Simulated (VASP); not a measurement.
Crystal: GaN.

```
Ga N
1.0
     0.00000    2.25350    2.25350
     2.25350    0.00000    2.25350
     2.25350    2.25350    0.00000
Ga N
1 1
Direct
  0.00000 0.00000 0.00000
  0.25000 0.25000 0.25000
```

The cell is a database's computed one.

- Program: VASP 6.6.1
- Task: relaxation of cell and atoms
- Functional: LDA
- Potentials or basis: VASP PAW LDA potentials, release 64 (Ga_d, N)
- Cutoff: 600 eV
- k mesh: 10 × 10 × 10
- Occupations: gaussian, width 0.02 eV
- Spin: no spin polarisation

At the start: pressure -5.6 GPa; volume 11.44 Å³/atom.

How do energy, volume and symmetry change on relaxing?

Over 3 steps the energy falls by 6.0 meV/atom and the volume is 11.11 Å³/atom (-2.9 %); space group F-43m (No. 216, to 0.05 Å).

The path:
```tsv
step	energy change (eV)	largest force (eV/Å)	pressure (GPa)	volume (Å³)
1	0.0000	0.0000	-5.61	22.89
2	-0.0002	0.0000	6.13	21.59
3	-0.0120	0.0000	-0.03	22.22
```

Final structure:
```
Ga N
1.0
     0.00000    2.23143    2.23143
     2.23143    0.00000    2.23143
     2.23143    2.23143    0.00000
Ga N
1 1
Direct
  0.00000 0.00000 0.00000
  0.25000 0.25000 0.25000
```
